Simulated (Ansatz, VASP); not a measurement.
**Fe in VASP and in Ansatz**

```
Fe
1.0
    -1.35673    1.35673    1.35673
     1.35673   -1.35673    1.35673
     1.35673    1.35673   -1.35673
Fe
1
Cartesian
  0.0000 0.0000 0.0000
```

Alike in both runs: task single point; functional PBE; k mesh 20 × 20 × 20; occupations gaussian, width 0.1 eV; collinear spin.

|  | VASP | Ansatz |
| --- | --- | --- |
| version | VASP 6.6.1 | Ansatz 0.2.0 |
| potentials or method | VASP PAW PBE potentials, release 64 (Fe) | scalar-relativistic, plane waves, PAW |
| plane-wave cutoff (eV) | 520 | 420 |
| valence electrons in the cell | 8 | 16 |

VASP gave:

| Item | Value |
| --- | --- |
| gap on the k mesh at the Fermi level (eV) | none |
| net moment per atom (μB) | 1.99 |
| size of the moment on the site where the two differ most (μB) | 1.97 |

**Question.** Estimate Ansatz's values.

**Answer.** gap on the k mesh at the Fermi level (eV): none; net moment per atom (μB): 1.98; size of the moment on the site where the two differ most (μB): 2.00.

Site moments also hang on the region over which each program counts them. A gap of «none» marks a metal or a gap that the smearing closes. The two sets of potentials don't hold the same shells in valence.
